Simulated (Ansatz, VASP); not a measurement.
This is a calculation of BN for Ansatz 0.2.0.

File input.yaml:

```yaml
crystal:
  lattice:
    - [2.49824, 0.0, 0.0]
    - [-1.24912, 2.1635393048, 0.0]
    - [0.0, 0.0, 6.6357]
  atoms:
    - { symbol: "N", position: [0.6666666667, 0.3333333333, 0.25] }
    - { symbol: "N", position: [0.3333333333, 0.6666666667, 0.75] }
    - { symbol: B, position: [0.6666666667, 0.3333333333, 0.75] }
    - { symbol: B, position: [0.3333333333, 0.6666666667, 0.25] }
hamiltonian:
  xc: revpbe
  pseudopotentials: { kind: paw }
kpoints:
  mp_grid: { grid: [12, 12, 4] }
scf:
  occupations: { method: fermi_dirac, width: 0.05 }
output:
  forces: true
  stress: true
relax:
  f_tol: 0.01
  max_steps: 40
  cell: { stress_tol: 0.05 }
```

Potentials or basis: Ansatz PAW.

Run with:

```sh
$ ansatz run input.yaml --threads 2 --pin off --max-ram 5632MiB --backend cpu --events-out ev --progress --plain --runs-dir out
```

Q: Set up the same calculation for VASP 6.6.1. Potentials there: VASP PAW PBE potentials, release 64 (N, B).

A: As run (the cutoff follows the program's own potentials):

File INCAR:

```
ALGO = Normal
EDIFF = 1E-7
EDIFFG = -0.01
ENCUT = 600
GGA = RE
IBRION = 2
ISIF = 3
ISMEAR = -1
LASPH = T
LCHARG = F
LREAL = F
LWAVE = F
NELM = 100
NSW = 60
PREC = Accurate
SIGMA = 0.05
```

The input KPOINTS:

```
k-points
0
Gamma
  12 12 4
```

Contents of POSCAR:

```
BN
1.0
    2.4982400000      0.0000000000      0.0000000000
   -1.2491200000      2.1635393048      0.0000000000
    0.0000000000      0.0000000000      6.6357000000
N B
2 2
Direct
    0.6666666667      0.3333333333      0.2500000000
    0.3333333333      0.6666666667      0.7500000000
    0.6666666667      0.3333333333      0.7500000000
    0.3333333333      0.6666666667      0.2500000000
```

Potentials or basis: VASP PAW PBE potentials, release 64 (N, B).

Command:

```console
$ cat potpaw_PBE.64/N/POTCAR potpaw_PBE.64/B/POTCAR > POTCAR
$ mpirun -np 1 vasp_std > vasp.out
```

Both were run:

|  | VASP | Ansatz | Ansatz less VASP |
| --- | --- | --- | --- |
| relaxed volume (Å³/atom) | 10.97 | 14.14 | +3.174 |
| relaxed cell length with the largest relative difference (Å) | 7.969 | 10.273 | +2.3044 |
| energy change over the relaxation (meV/atom) | -27 | -38 | -11.0 |

One of these differences is far larger than is usual between the two programs; its cause wasn't traced.

Caveats: the volume moved by over 15 % at a fixed basis, so the end points are rough; this functional lacks dispersion, which binds the layers, so the pressure and a relaxed spacing across them are unreliable, and here the layers came unbound; the PAW data sets were made with another functional, which shifts forces and pressure a little (VASP); the volume moved by +22 % from the deposited cell, more than functionals usually miss (VASP); the plane-wave basis is chosen anew once the cell has moved, so the energies of steps on either side of that aren't comparable (Ansatz); the pressure holds a Pulay correction of +0.3 GPa for the finite cutoff (Ansatz); the volume moved by +58 % from the deposited cell, more than functionals usually miss (Ansatz). revPBE gives volumes clearly too large for solids. A k mesh can miss the band edges.
